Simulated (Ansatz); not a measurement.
Crystal: InAs.

```
In As
1.0
     0.00000    2.87730    2.87730
     2.87730    0.00000    2.87730
     2.87730    2.87730    0.00000
In As
1 1
Direct
  0.50000 0.50000 0.50000
  0.00000 0.00000 0.00000
```

Measurements of this composition are mostly on another form, of space group No. 216.

Base run:

| Property | Result |
| --- | --- |
| Program | Ansatz 0.2.0 |
| Functional | RPBE |
| Potentials or basis | Ansatz PAW |
| Cutoff | 420 eV (not typed: the program's choice for these potentials) |
| k mesh | 8 × 8 × 8 |
| Occupations | fermi-dirac, width 0.05 eV |
| Spin | no spin polarisation |

Its results: band gap on the k mesh none (metal or under the smearing width); pressure 1.7 GPa.

After a change of settings the same cell gave: band gap on the k mesh none (metal or under the smearing width); pressure -2.4 GPa. Which change was it?
A. functional from RPBE to PBE; occupations from fermi-dirac, width 0.05 eV to gaussian, width 0.012 eV
B. functional from RPBE to r2SCAN; cutoff from 420 eV (not typed: the program's choice for these potentials) to 500 eV (not typed: the program's choice for these potentials)
C. functional from RPBE to LDA
D. functional from RPBE to revPBE

B.

Caveats: spin-orbit coupling is left out, which moves the levels of the heavy elements; the PAW data sets come from PBE, with cores solved anew for the run's functional, which leaves a small shift of forces and pressure.
